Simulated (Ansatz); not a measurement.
Start from `CCCC` and change one atom or group to get `CCCCO`.

Ansatz, PBE0-D4/def2-TZVP geometries, multiplicity 1. Each molecule was computed in one conformer, which needn't be the lowest.

```
                                      property  `CCCC`
       HOMO–LUMO gap (ωB97M-V/def2-TZVPP) / eV   14.01
         LUMO energy (ωB97M-V/def2-TZVPP) / eV    2.70
            HOMO energy (PBE0/def2-TZVPP) / eV   -8.96
             HOMO energy (PBE/def2-TZVPP) / eV   -7.56
zero-point energy (PBE0-D4/def2-TZVP) / kJ/mol   346.5
             LUMO energy (PBE/def2-TZVPP) / eV    0.50
```

Question: What does the change do to each property? (Estimate.)

Answer: The calculation gave: 
```
                                      property  `CCCCO`  shift
       HOMO–LUMO gap (ωB97M-V/def2-TZVPP) / eV    12.68  -1.33
         LUMO energy (ωB97M-V/def2-TZVPP) / eV     2.49  -0.21
            HOMO energy (PBE0/def2-TZVPP) / eV    -7.74   1.22
             HOMO energy (PBE/def2-TZVPP) / eV    -6.08   1.48
zero-point energy (PBE0-D4/def2-TZVP) / kJ/mol    360.6   14.1
             LUMO energy (PBE/def2-TZVPP) / eV     0.24  -0.26
```

With PBE0 the HOMO rises by 1.22 eV and the LUMO falls by 0.22 eV, so the gap narrows by about 1.44 eV. PBE moves the HOMO by 1.48 eV and ωB97M-V by 1.13 eV. The zero-point energy changes by 14.1 kJ/mol with +3 modes.

Positive LUMOs are unbound, so they and the gaps depend on the basis.
